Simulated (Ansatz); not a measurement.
Runs of Ansatz 0.2.0 on Al. The structure is hexagonal, space group P6/mmm (No. 191). Conventional cell: a = 4.492 Å, b = 4.492 Å, c = 2.723 Å, α = 90.00°, β = 90.00°, γ = 120.00°. Around Al (site symmetry -6m2) lie 5 Al at 2.59 to 2.72 Å. The cell was built by a generator and needn't be a form met in nature.

| task | level | cell | smearing | points for each segment of the path | gap on the mesh (eV) | pressure (GPa) | relaxed volume (Å³/atom) |
| --- | --- | --- | --- | --- | --- | --- | --- |
| band structure | PBEsol | as given | fermi-dirac 0.05 eV | 14 | none | 0.5 | - |
| relaxation of cell and atoms | PBE | relaxed | fermi-dirac 0.05 eV | - | none | 0.0 | (a) |
| band structure | PBE | as given | fermi-dirac 0.05 eV | 14 | none | 1.7 | - |
| single point | PBE | as given | gaussian 0.011 eV | - | none | (b) | - |
| relaxation of cell and atoms | LDA | relaxed | fermi-dirac 0.05 eV | - | none | 0.0 | 23.50 |

Alike in all rows: potentials or basis Ansatz PAW; no spin polarisation; k mesh 7 × 7 × 10; cutoff (eV) 420.

Q: Fill in the values left out.

A: (a) 24.60; (b) 1.6.

Caveats: the PAW data sets come from PBE, with cores solved anew for the run's functional, which leaves a small shift of forces and pressure (some runs); the plane-wave basis is chosen anew once the cell has moved, so the energies of steps on either side of that aren't comparable (some runs).

A gap of «none» marks a metal or a gap under the smearing width.
